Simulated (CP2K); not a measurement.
# GaSb (F-43m) in CP2K: settings compared

Aim: see how the results for GaSb move with the level of theory and the settings. Levels: PBE, LDA. Tasks: band structure.

All numbers are computed with CP2K 2026.2; they aren't measurements. Logs are shortened: lines on timing, memory, paths and dates and some standing lists are left out, and cuts for length are marked.

**The experiment to reproduce.**

From a printed reference work, data compilation, for a bulk crystal of GaSb at 4.2 K: band gap 0.811 eV (direct).

The results are compared with them further down.

## (1) The structure

The structure is cubic, space group F-43m (No. 216). Conventional cell: a = 6.118 Å, b = 6.118 Å, c = 6.118 Å, α = 90.00°, β = 90.00°, γ = 90.00°. Sb (site symmetry -43m) is surrounded by 4 Ga at 2.65 Å. Around Ga (site symmetry -43m) lie 4 Sb at 2.65 Å.

## (2) Band structure, PBE

gasb_bands.inp

```
&GLOBAL
  PROJECT gasb_bands
  RUN_TYPE ENERGY_FORCE
  PRINT_LEVEL LOW
&END GLOBAL
&FORCE_EVAL
  METHOD QS
  STRESS_TENSOR ANALYTICAL
  &DFT
    BASIS_SET_FILE_NAME BASIS_MOLOPT_UZH
    POTENTIAL_FILE_NAME POTENTIAL_UZH
    &MGRID
      CUTOFF 675
      REL_CUTOFF 60
      NGRIDS 4
    &END MGRID
    &QS
      METHOD GPW
      EPS_DEFAULT 1.0E-9
    &END QS
    &KPOINTS
      SCHEME MONKHORST-PACK 8 8 8
      GAMMA_CENTERED T
      SYMMETRY T
      SYMMETRY_BACKEND SPGLIB
    &END KPOINTS
    &SCF
      SCF_GUESS ATOMIC
      EPS_SCF 1.0E-6
      MAX_SCF 100
      ADDED_MOS 10
      CHOLESKY OFF
      EPS_EIGVAL 1.0E-7
      &DIAGONALIZATION ON
        ALGORITHM STANDARD
      &END DIAGONALIZATION
      &MIXING ON
        METHOD BROYDEN_MIXING
        ALPHA 0.4
        BETA 1.5
        NBUFFER 8
      &END MIXING
      &SMEAR ON
        METHOD FERMI_DIRAC
        ELECTRONIC_TEMPERATURE [K] 580.226
      &END SMEAR
    &END SCF
    &XC
      &XC_FUNCTIONAL
        &GGA_X_PBE
        &END GGA_X_PBE
        &GGA_C_PBE
        &END GGA_C_PBE
      &END XC_FUNCTIONAL
    &END XC
    &PRINT
      &KPOINTS ON
      &END KPOINTS
      &MULLIKEN ON
      &END MULLIKEN
      &MO ON
        ENERGIES T
        OCCUPATION_NUMBERS T
        &EACH
          QS_SCF 0
        &END EACH
        ADD_LAST NUMERIC
      &END MO
      &LOWDIN ON
      &END LOWDIN
      &HIRSHFELD ON
        SHAPE_FUNCTION DENSITY
      &END HIRSHFELD
      &BAND_STRUCTURE
        FILE_NAME bands.bs
        ADDED_MOS 6
        &KPOINT_SET
          UNITS B_VECTOR
          NPOINTS 8
          SPECIAL_POINT GAMMA 0.00000000 0.00000000 0.00000000
          SPECIAL_POINT X 0.50000000 0.00000000 0.50000000
          SPECIAL_POINT W 0.50000000 0.25000000 0.75000000
          SPECIAL_POINT K 0.37500000 0.37500000 0.75000000
          SPECIAL_POINT GAMMA 0.00000000 0.00000000 0.00000000
          SPECIAL_POINT L 0.50000000 0.50000000 0.50000000
          SPECIAL_POINT U 0.62500000 0.25000000 0.62500000
          SPECIAL_POINT W 0.50000000 0.25000000 0.75000000
          SPECIAL_POINT L 0.50000000 0.50000000 0.50000000
          SPECIAL_POINT K 0.37500000 0.37500000 0.75000000
        &END KPOINT_SET
        &KPOINT_SET
          UNITS B_VECTOR
          NPOINTS 8
          SPECIAL_POINT U 0.62500000 0.25000000 0.62500000
          SPECIAL_POINT X 0.50000000 0.00000000 0.50000000
        &END KPOINT_SET
      &END BAND_STRUCTURE
    &END PRINT
  &END DFT
  &SUBSYS
    &CELL
      ABC 4.3260792873 4.3260792873 4.3260792873
      ALPHA_BETA_GAMMA 60.0000000007 60.0000000005 60.0000000007
      PERIODIC XYZ
    &END CELL
    &COORD
      SCALED
      Sb  0.7500000000 0.7500000000 0.7500000000
      Ga  0.0000000000 0.0000000000 0.0000000000
    &END COORD
    &KIND Sb
      BASIS_SET TZVP-MOLOPT-PBE-GTH-q5
      POTENTIAL GTH-PBE-q5
    &END KIND
    &KIND Ga
      BASIS_SET TZVP-MOLOPT-PBE-GTH-q13
      POTENTIAL GTH-PBE-q13
    &END KIND
    &PRINT
      &ATOMIC_COORDINATES ON
      &END ATOMIC_COORDINATES
      &CELL ON
      &END CELL
    &END PRINT
  &END SUBSYS
  &PRINT
    &FORCES ON
    &END FORCES
    &STRESS_TENSOR ON
    &END STRESS_TENSOR
  &END PRINT
&END FORCE_EVAL
```

Potentials or basis: POTENTIAL_UZH Sb GTH-PBE-q5, Ga GTH-PBE-q13; TZVP-MOLOPT-PBE-GTH basis.

Run with:

```
> OMP_NUM_THREADS=1 cp2k.psmp -i gasb_bands.inp -o gasb_bands.out
```

gasb_bands.out:

```text

 CP2K| version string:                                       CP2K version 2026.2
 CP2K| Input file name                                            gasb_bands.inp

 GLOBAL| Force Environment number                                              1
 GLOBAL| Basis set file name                                    BASIS_MOLOPT_UZH
 GLOBAL| Potential file name                                       POTENTIAL_UZH
 GLOBAL| MM Potential file name                                     MM_POTENTIAL
 GLOBAL| Coordinate file name                                      __STD_INPUT__
 GLOBAL| Method name                                                        CP2K
 GLOBAL| Project name                                                 gasb_bands
 GLOBAL| Run type                                                   ENERGY_FORCE
 GLOBAL| FFT library                                                       FFTW3
 GLOBAL| Diagonalization library                                       ScaLAPACK
 GLOBAL| Cholesky decomposition library                                ScaLAPACK
 GLOBAL| DGEMM library                                                      BLAS
 GLOBAL| Direct generalized diagonalization requested                          F
 GLOBAL| Matrix multiplication library                                 ScaLAPACK
 GLOBAL| Global print level                                                  LOW
 GLOBAL| Total number of message passing processes                             1
 GLOBAL| Number of threads for this process                                    1
 GLOBAL| CPU model name                                                  UNKNOWN

 CELL| Volume [angstrom^3]:                                            57.249069
 CELL| Vector a [angstrom]:       4.326     0.000     0.000   |a| =     4.326079
 CELL| Vector b [angstrom]:       2.163     3.746     0.000   |b| =     4.326079
 CELL| Vector c [angstrom]:       2.163     1.249     3.532   |c| =     4.326079
 CELL| Angle (b,c), alpha [degree]:                                    60.000000
 CELL| Angle (a,c), beta  [degree]:                                    60.000000
 CELL| Angle (a,b), gamma [degree]:                                    60.000000
 CELL| Numerically orthorhombic:                                              NO
 CELL| Periodicity                                                           XYZ

 CELL_REF| Volume [angstrom^3]:                                        57.249069
 CELL_REF| Vector a [angstrom     4.326     0.000     0.000   |a| =     4.326079
 CELL_REF| Vector b [angstrom     2.163     3.746     0.000   |b| =     4.326079
 CELL_REF| Vector c [angstrom     2.163     1.249     3.532   |c| =     4.326079
 CELL_REF| Angle (b,c), alpha [degree]:                                60.000000
 CELL_REF| Angle (a,c), beta  [degree]:                                60.000000
 CELL_REF| Angle (a,b), gamma [degree]:                                60.000000
 CELL_REF| Numerically orthorhombic:                                          NO
 CELL_REF| Periodicity                                                       XYZ

[... 8 lines left out ...]
 TOTAL NUMBERS AND MAXIMUM NUMBERS

  Total number of            - Atomic kinds:                                   2
                             - Atoms:                                          2
                             - Shell sets:                                     2
                             - Shells:                                        17
                             - Primitive Cartesian functions:                 10
                             - Cartesian basis functions:                     58
                             - Spherical basis functions:                     51

  Maximum angular momentum of- Orbital basis functions:                        3
                             - Local part of the GTH pseudopotential:          0
                             - Non-local part of the GTH pseudopotential:      4

 MODULE QUICKSTEP: ATOMIC COORDINATES IN ANGSTROM

   Atom Kind Element         X             Y             Z       Z(eff)     Mass
      1    1 Sb   51      6.489119      3.746495      2.649172   5.0000 121.7600
      2    2 Ga   31      0.000000      0.000000      0.000000  13.0000  69.7230

 SCF PARAMETERS         Density guess:                                    ATOMIC
                        --------------------------------------------------------
                        max_scf:                                             100
[... 7 lines left out ...]
                        --------------------------------------------------------
                        level_shift [a.u.]:                             0.000000
                        added MOs                                        10    0
                        --------------------------------------------------------
                        Mixing method:                            BROYDEN_MIXING
[... 11 lines left out ...]
 *******************************************************************************
 BRILLOUIN| K-point scheme                                        Monkhorst-Pack
[... 55 lines left out ...]
     3 Broy./Diag. 0.40E+00    2.0     0.03350106       -80.1094144486  7.80E-02
     4 Broy./Diag. 0.40E+00    2.0     0.00859683       -80.1003677748  9.05E-03
     5 Broy./Diag. 0.40E+00    2.0     0.00575805       -80.1280093052 -2.76E-02
     6 Broy./Diag. 0.40E+00    2.0     0.00515929       -80.1366199501 -8.61E-03
     7 Broy./Diag. 0.40E+00    2.0     0.00207856       -80.1368146278 -1.95E-04
     8 Broy./Diag. 0.40E+00    2.0     0.00064830       -80.1383193564 -1.50E-03
     9 Broy./Diag. 0.40E+00    2.1     0.00007695       -80.1388741815 -5.55E-04
    10 Broy./Diag. 0.40E+00    2.1     0.00003792       -80.1389167924 -4.26E-05
    11 Broy./Diag. 0.40E+00    2.1     0.00005404       -80.1389602349 -4.34E-05
    12 Broy./Diag. 0.40E+00    2.1     0.00001221       -80.1389611828 -9.48E-07
    13 Broy./Diag. 0.40E+00    2.1     0.00000715       -80.1389494798  1.17E-05
    14 Broy./Diag. 0.40E+00    2.1     0.00000052       -80.1389465351  2.94E-06

  *** SCF run converged in    14 steps ***

  Electronic density on regular grids:        -17.9999996312        0.0000003688
  Core density on regular grids:               17.9999999739       -0.0000000261
  Total charge density on r-space grids:        0.0000003427
  Total charge density g-space grids:           0.0000003427

  Overlap energy of the core charge distribution:               0.00000000347340
  Self energy of the core charge distribution:               -109.24705457334224
  Core Hamiltonian energy:                                     31.71333619353106
  Hartree energy:                                               8.99978369898684
  Exchange-correlation energy:                                -11.60499562626729
  Electronic entropic energy:                                  -0.00001623141047
  Fermi energy:                                                 0.14769621000343

  Total energy:                                               -80.13894653512845
  Total energy (extrapolated to T->0):                        -80.13893841942323

 MO| EIGENVALUES AND OCCUPATION NUMBERS FOR K POINT 1
 MO|
 MO|  Index      Eigenvalue [a.u.]        Eigenvalue [eV]             Occupation
 MO|      1              -0.410227             -11.162832               2.000000
 MO|      2              -0.409102             -11.132245               2.000000
 MO|      3              -0.409102             -11.132245               2.000000
 MO|      4              -0.407586             -11.090976               2.000000
 MO|      5              -0.407586             -11.090976               2.000000
 MO|      6              -0.230854              -6.281853               2.000000
[... 343 lines left out ...]
 MO|     18               0.661368              17.996733               0.000000
 MO|     19               0.702101              19.105146               0.000000
 MO| Sum:                                                              18.000000
 MO| E(Fermi):            0.147696 a.u.          4.019018 eV

 [... the levels of further k-points ...]

 !-----------------------------------------------------------------------------!
                     Mulliken Population Analysis

 #  Atom  Element  Kind  Atomic population                           Net charge
       1     Sb       1          4.631612                              0.368388
       2     Ga       2         13.368388                             -0.368388
 # Total charge                             18.000000                 -0.000000

 !-----------------------------------------------------------------------------!

 !-----------------------------------------------------------------------------!
                           Hirshfeld Charges

  #Atom  Element  Kind  Ref Charge     Population                    Net charge
      1       Sb     1       5.000          5.056                        -0.056
      2       Ga     2      13.000         12.944                         0.056

  Total Charge                                                           -0.000
 !-----------------------------------------------------------------------------!

 LOWDIN POPULATION ANALYSIS

 #  Atom  Element  Kind  Atomic population                           Net charge
       1     Sb       1          3.643278                              1.356722
       2     Ga       2         14.356722                             -1.356722
 # Total charge                             18.000000                 -0.000000

 KPOINTS| Band Structure Calculation
 KPOINTS| Number of k-point sets                                               2
 KPOINTS| Number of added MOs/bands                                            6
 KPOINTS| Number of k-points in set    1                                      73
 KPOINTS| In units of b-vector [2pi/Bohr]
 KPOINTS| Special point     1       GAMMA     0.000000     0.000000     0.000000
 KPOINTS| Special point     2           X     0.500000     0.000000     0.500000
 KPOINTS| Special point     3           W     0.500000     0.250000     0.750000
 KPOINTS| Special point     4           K     0.375000     0.375000     0.750000
 KPOINTS| Special point     5       GAMMA     0.000000     0.000000     0.000000
 KPOINTS| Special point     6           L     0.500000     0.500000     0.500000
 KPOINTS| Special point     7           U     0.625000     0.250000     0.625000
 KPOINTS| Special point     8           W     0.500000     0.250000     0.750000
 KPOINTS| Special point     9           L     0.500000     0.500000     0.500000
 KPOINTS| Special point    10           K     0.375000     0.375000     0.750000
 KPOINTS| Number of k-points in set    2                                       9
 KPOINTS| In units of b-vector [2pi/Bohr]
 KPOINTS| Special point     1           U     0.625000     0.250000     0.625000
 KPOINTS| Special point     2           X     0.500000     0.000000     0.500000

 ENERGY| Total FORCE_EVAL ( QS ) energy [hartree]            -80.138944869289219

 FORCES| Atomic forces [hartree/bohr]
 FORCES|   Atom     x               y               z               |f|
 FORCES|      1 -6.07994371E-08 -4.00981796E-08 -2.04012923E-08   7.56349674E-08
 FORCES|      2  6.09723764E-08  4.02106448E-08  2.04647112E-08   7.58507155E-08
 FORCES| Sum     1.72939210E-10  1.12465271E-10  6.34188656E-11
 FORCES| Total atomic force                                       2.15820203E-10

 STRESS| Analytical stress tensor [bar]
 STRESS|                        x                   y                   z
 STRESS|      x        2.95942859921E+04   2.20322892829E+00   1.52941244860E+00
 STRESS|      y        2.20322892829E+00   2.95918151257E+04   9.15831835398E-01
 STRESS|      z        1.52941244860E+00   9.15831835398E-01   2.95910723195E+04
 STRESS| 1/3 Trace                                             2.95923911458E+04
 STRESS| Determinant                                           2.59143410980E+13

 STRESS| Eigenvectors and eigenvalues of the analytical stress tensor [bar]
 STRESS|                        1                   2                   3
 STRESS| Eigenvalues   2.95904487283E+04   2.95905280819E+04   2.95961966271E+04
 STRESS|      x          -0.170923808107     -0.554468410896      0.814462910844
 STRESS|      y          -0.343382501314      0.808324012684      0.478226670428
 STRESS|      z           0.923511510277      0.197931987905      0.328556568266
```

It took 34 s on 1 thread of Arm Neoverse V2, shared host; peak memory 0.42 GiB.

Results:

* Free energy: -2180.6916 eV
* Pressure: 3.0 GPa
* Band gap on the k mesh: 0.08 eV, direct
* Band gap along the path: 0.08 eV, direct
* Mulliken charges: Sb +0.37; Ga -0.37 e
* Hirshfeld charges: Sb -0.06; Ga +0.06 e

Levels at the corners of the path, in eV from the valence-band top:
| point | band 5 | band 6 | band 7 | band 8 | band 9 | band 10 | band 11 | band 12 | band 13 | band 14 |
| --- | --- | --- | --- | --- | --- | --- | --- | --- | --- | --- |
| Γ | -15.03 | -11.47 | 0.00 | 0.00 | 0.00 | 0.08 | 2.81 | 2.81 | 2.81 | 6.82 |
| X | -15.02 | -9.00 | -6.83 | -2.57 | -2.57 | 0.90 | 1.25 | 8.89 | 8.89 | 10.35 |
| W | -15.03 | -8.96 | -6.70 | -3.35 | -3.14 | 3.71 | 4.37 | 4.54 | 4.83 | 10.19 |
| K | -15.02 | -9.07 | -6.65 | -3.62 | -2.19 | 1.41 | 3.93 | 6.77 | 6.97 | 7.71 |
| Γ | -15.03 | -11.47 | 0.00 | 0.00 | 0.00 | 0.08 | 2.81 | 2.81 | 2.81 | 6.82 |
| L | -15.03 | -9.84 | -6.38 | -1.15 | -1.15 | 0.41 | 3.78 | 3.78 | 6.94 | 9.74 |
| U | -15.02 | -9.07 | -6.65 | -3.62 | -2.19 | 1.41 | 3.93 | 6.77 | 6.97 | 7.71 |
| W | -15.03 | -8.96 | -6.70 | -3.35 | -3.14 | 3.71 | 4.37 | 4.54 | 4.83 | 10.19 |
| L | -15.03 | -9.84 | -6.38 | -1.15 | -1.15 | 0.41 | 3.78 | 3.78 | 6.94 | 9.74 |
| K | -15.02 | -9.07 | -6.65 | -3.62 | -2.19 | 1.41 | 3.93 | 6.77 | 6.97 | 7.71 |
| U | -15.02 | -9.07 | -6.65 | -3.62 | -2.19 | 1.41 | 3.93 | 6.77 | 6.97 | 7.71 |
| X | -15.02 | -9.00 | -6.83 | -2.57 | -2.57 | 0.90 | 1.25 | 8.89 | 8.89 | 10.35 |

Caveat: Mulliken charges move with the basis; spin-orbit coupling is left out, which moves the levels of the heavy elements; the basis of atomic orbitals isn't converged, which shifts pressures, moduli and gaps.

## (3) Band structure, LDA

Changes to gasb_bands.inp since step 2:

```diff
@@ -49,6 +49,6 @@
       &XC_FUNCTIONAL
-        &GGA_X_PBE
-        &END GGA_X_PBE
-        &GGA_C_PBE
-        &END GGA_C_PBE
+        &LDA_X
+        &END LDA_X
+        &LDA_C_PW
+        &END LDA_C_PW
       &END XC_FUNCTIONAL
```

Potentials or basis: POTENTIAL_UZH Sb GTH-PBE-q5, Ga GTH-PBE-q13; TZVP-MOLOPT-PBE-GTH basis.

Run with:

```
> OMP_NUM_THREADS=1 cp2k.psmp -i gasb_bands.inp -o gasb_bands.out
```

Wall time 33 s (1 thread of Arm Neoverse V2, shared host); peak memory 0.41 GiB.

The run converged. Its results:

```yaml
Free_energy: -2173.7929 eV
Pressure: 0.6 GPa
Band_gap_on_the_k_mesh: none (metal or under the smearing width)
Mulliken_charges: Sb +0.45; Ga -0.45 e
Hirshfeld_charges: Sb -0.01; Ga +0.01 e
```

Levels at the corners of the path, in eV from the Fermi level:
| point | band 7 | band 8 | band 9 | band 10 | band 11 | band 12 |
| --- | --- | --- | --- | --- | --- | --- |
| Γ | -0.15 | -0.03 | -0.03 | -0.03 | 2.65 | 2.65 |
| X | -7.03 | -2.67 | -2.67 | 0.68 | 1.02 | 8.74 |
| W | -6.90 | -3.47 | -3.27 | 3.58 | 4.21 | 4.34 |
| K | -6.84 | -3.75 | -2.28 | 1.19 | 3.76 | 6.57 |
| Γ | -0.15 | -0.03 | -0.03 | -0.03 | 2.65 | 2.65 |
| L | -6.55 | -1.22 | -1.22 | 0.19 | 3.62 | 3.62 |
| U | -6.84 | -3.75 | -2.28 | 1.19 | 3.76 | 6.57 |
| W | -6.90 | -3.47 | -3.27 | 3.58 | 4.21 | 4.34 |
| L | -6.55 | -1.22 | -1.22 | 0.19 | 3.62 | 3.62 |
| K | -6.84 | -3.75 | -2.28 | 1.19 | 3.76 | 6.57 |
| U | -6.84 | -3.75 | -2.28 | 1.19 | 3.76 | 6.57 |
| X | -7.03 | -2.67 | -2.67 | 0.68 | 1.02 | 8.74 |

Caveat: Mulliken charges move with the basis; the potentials were made for another functional, which shifts forces and pressure; spin-orbit coupling is left out, which moves the levels of the heavy elements; the basis of atomic orbitals isn't converged, which shifts pressures, moduli and gaps.

## (4) Against experiment

Step 2. Against the measured gap of GaSb, 0.811 eV (direct; 4.2 K; a printed reference work, data compilation), the calculated 0.08 eV is off by -0.73 eV. Spin-orbit coupling on Ga, Sb is left out. The value is that of PBE in an atomic basis (POTENTIAL_UZH Sb GTH-PBE-q5, Ga GTH-PBE-q13; TZVP-MOLOPT-PBE-GTH basis), whose error adds to the functional's,, without temperature or zero-point motion. Semilocal functionals fall short of measured gaps as a rule.

Step 3. A measured gap of GaSb is 0.811 eV (direct; 4.2 K; a printed reference work, data compilation); the calculated 0.00 eV misses it by -0.81 eV. Spin-orbit coupling on Ga, Sb is left out. The value is that of LDA in an atomic basis (POTENTIAL_UZH Sb GTH-PBE-q5, Ga GTH-PBE-q13; TZVP-MOLOPT-PBE-GTH basis), whose error adds to the functional's, on a finite k mesh, which can miss the band edges, without temperature or zero-point motion. Semilocal functionals fall short of measured gaps as a rule.
